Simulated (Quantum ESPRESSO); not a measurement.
Write the native input for Quantum ESPRESSO 7.5 that does the following.

```yaml
Task: single point
Functional: PBE
Potentials_or_basis: SG15 PBE 1.2
Cutoff: 1197 eV
Density_cutoff: 4789 eV
k_mesh: 8 × 8 × 8
Occupations: fermi-dirac, width 0.05 eV
Spin: no spin polarisation
Mixing_beta: 0.5
Most_SCF_iterations: 120
SCF_threshold: 4e-10 Ry
```

Crystal: GaN.

```
Ga N
1.0
     0.00000    2.13524    2.13524
     2.13524    0.00000    2.13524
     2.13524    2.13524    0.00000
Ga N
1 1
Direct
  0.00000 0.00000 0.00000
  0.50000 0.50000 0.50000
```

Measurements of this composition are mostly on another form, of space group No. 186.

These files were run (other wordings do the same):

pw.in

```
&CONTROL
  calculation = 'scf'
  prefix = 'pwscf'
  outdir = './tmp'
  pseudo_dir = './pseudo'
  tprnfor = .true.
  tstress = .true.
  disk_io = 'nowf'
/
&SYSTEM
  ibrav = 0
  nat = 2
  ntyp = 2
  ecutwfc = 88
  nbnd = 15
  occupations = 'smearing'
  smearing = 'fd'
  degauss = 0.00367493
/
&ELECTRONS
  conv_thr = 4d-10
  electron_maxstep = 120
  mixing_beta = 0.5
/
ATOMIC_SPECIES
Ga    69.7230 Ga_ONCV_PBE-1.2.upf
N     14.0070 N_ONCV_PBE-1.2.upf
CELL_PARAMETERS angstrom
   0.0000000000    2.1352350000    2.1352350000
   2.1352350000    0.0000000000    2.1352350000
   2.1352350000    2.1352350000    0.0000000000
ATOMIC_POSITIONS crystal
Ga     0.0000000000    0.0000000000    0.0000000000
N      0.5000000000    0.5000000000    0.5000000000
K_POINTS automatic
8 8 8 0 0 0
```

Potentials or basis: SG15 PBE 1.2.

The run is started by

```console
$ OMP_NUM_THREADS=1 mpirun -n 4 pw.x -nk 4 -in pw.in > pw.out
```

Results of the run:

| Item | Value |
| --- | --- |
| Pressure | 0.0 GPa |
| Band gap on the k mesh | 0.44 eV, indirect (least direct gap 2.38 eV) |

Wall time 3.9 s on 4 MPI ranks on Arm Neoverse V2, with other jobs on the host, peak memory 0.2 GiB a rank.
